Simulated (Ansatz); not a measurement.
Data:

InN:
```xyz
2
Lattice="0.0000 2.4919 2.4919 2.4919 0.0000 2.4919 2.4919 2.4919 0.0000" Properties=species:S:1:pos:R:3 pbc="T T T"
N      3.7378     3.7378     3.7378
In     0.0000     0.0000     0.0000
```

This is the HSE06-relaxed structure.

All from HSE06 in the plane-wave PAW code Ansatz, unless another level is named. Estimate the band gap.

0.51 eV (direct).

Next, the valence-band maximum?

at Γ.

Space group F-43m (zinc blende). The cell was relaxed with HSE06 under the symmetry of its start. The hybrid was solved on a coarse mesh, the path and, where they were found, the r²SCAN edge points; its band edges are the extreme levels among these. Scalar-relativistic: spin–orbit coupling is off unless named, which matters more the heavier the elements.

Potentials: the later of the program's two PAW sets.
